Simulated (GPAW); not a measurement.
BN: relaxation of cell and atoms with PBEsol+D3(BJ)

The system is BN.

```xyz
4
Lattice="2.4982 0.0000 0.0000 -1.2491 2.1635 0.0000 0.0000 0.0000 6.6357" Properties=species:S:1:pos:R:3 pbc="T T T"
N     1.2491    0.7212    1.6589
N     0.0000    1.4424    4.9768
B     1.2491    0.7212    4.9768
B     0.0000    1.4424    1.6589
```

* Program: GPAW 26.7.0
* Task: relaxation of cell and atoms
* Functional: PBEsol
* Dispersion: D3(BJ)
* Potentials or basis: PAW data sets generated in the run's folder for this functional
* Cutoff: 800 eV
* Basis: pw
* k mesh: 9 × 9 × 3
* Occupations: fermi-dirac, width 0.05 eV
* Spin: no spin polarisation
* Maxiter: 150
* Optimizer: LBFGS
* Fmax: 0.02 eV/Å
* Max steps: 40

The relaxed volume is 8.41 Å³/atom, the relaxed cell is a = 2.499 Å, b = 2.499 Å, c = 6.220 Å, α = 90.00°, β = 90.00°, γ = 120.00° and the space group after relaxing (to 0.05 Å) is P6_3/mmc (No. 194). The energy gained by relaxing is 0.0 meV/atom and the ionic steps are 5. The pressure after relaxing is 0.1 GPa and the largest force after relaxing is 0.010 eV/Å. The band gap on the k mesh is 4.24 eV, indirect (least direct gap 4.42 eV) and the dispersion energy per atom is -0.108 eV.

Forces in eV/Å, atoms in the order of the input:
```
N    0.000  0.000 -0.008
N    0.000  0.000  0.008
B    0.000  0.000 -0.010
B    0.000  0.000  0.010
```

Stress tensor (GPa, compression positive):
```
0.03 0.00 0.00
0.00 0.03 0.00
0.00 0.00 0.20
```

Step by step:
```csv
step,energy change (eV),largest force (eV/Å),pressure (GPa),volume (Å³)
1,0.0000,0.0009,-0.43,35.87
2,-0.0001,0.0007,-0.47,35.86
3,-0.0023,0.0116,-3.06,35.01
4,-0.0025,0.0093,-2.85,34.86
5,-0.0002,0.0096,0.08,33.64
```

Final structure:
```
N B
1.0
     2.49898    0.00000    0.00000
    -1.24949    2.16418    0.00000
     0.00000    0.00000    6.21952
N B
2 2
Direct
  0.66667 0.33333 0.24992
  0.33333 0.66667 0.75008
  0.66667 0.33333 0.75019
  0.33333 0.66667 0.24981
```

Levels at points of the mesh, in eV from the valence-band top:
```tsv
k point	band 5	band 6	band 7	band 8	band 9	band 10	band 11	band 12
(0.00, 0.00, 0.00)	-1.32	-1.32	-1.25	-1.25	5.53	10.97	11.51	11.51
```

Run time: 73 s on 1 thread of Arm Neoverse V2, with other jobs on the host, peak memory 0.22 GiB.

Caveat: later steps reuse the first step's grids; an odd mesh through Γ misses points on the zone boundary, where band edges often lie.
